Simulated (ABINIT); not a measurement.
Crystal: MoS2.

```xyz
3
Lattice="3.2275 0.0000 0.0000 -1.6137 2.7951 0.0000 0.0000 0.0000 6.3125" Properties=species:S:1:pos:R:3 pbc="T T T"
Mo    0.0000    0.0000    3.1562
S     1.6137    0.9317    4.7008
S     0.0000    1.8634    1.6117
```

Measurements of this composition are mostly on another form, of space group No. 194.

Base run:

| Property | Result |
| --- | --- |
| Program | ABINIT 10.8.3 (patched build) |
| Functional | RPBE |
| Potentials or basis | JTH PAW PBE v2.0 |
| Cutoff | 544 eV |
| k mesh | 9 × 9 × 4 |
| Occupations | fermi-dirac, width 0.05 eV |
| Spin | no spin polarisation |

Its results: band gap on the k mesh none (metal or under the smearing width); pressure 3.4 GPa; largest force 0.347 eV/Å.

The run is repeated on the same cell with these changes: functional from RPBE to WC. What comes out?

Band gap on the k mesh none (metal or under the smearing width); pressure -2.6 GPa; largest force 0.104 eV/Å.

WC binds more tightly than RPBE, so the same cell stands under less pressure.

Caveats: the PAW data sets were made with another functional, which shifts forces and pressure a little; this functional lacks dispersion, which binds the layers, so the pressure and a relaxed spacing across them are unreliable.
